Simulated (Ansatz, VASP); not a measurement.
# SiC in VASP and in Ansatz

```xyz
2
Lattice="0.0000 2.0139 2.0139 2.0139 0.0000 2.0139 2.0139 2.0139 0.0000" Properties=species:S:1:pos:R:3 pbc="T T T"
Si    0.0000    0.0000    0.0000
C     2.0139    2.0139    2.0139
```

The cell was built by a generator and needn't be a form met in nature.

Alike in both runs: task single point; functional PBE; k mesh 8 × 8 × 8; occupations fermi-dirac, width 0.02 eV; no spin polarisation.

|  | VASP | Ansatz |
| --- | --- | --- |
| version | VASP 6.6.1 | Ansatz 0.2.0 |
| potentials or method | VASP PAW PBE potentials, release 64 (Si, C) | plane waves, PAW |
| plane-wave cutoff (eV) | 520 | 420 |
| valence electrons in the cell | 8 | 8 |

|  | VASP | Ansatz | Ansatz less VASP |
| --- | --- | --- | --- |
| pressure (GPa) | 6.3 | 6.1 | -0.17 |
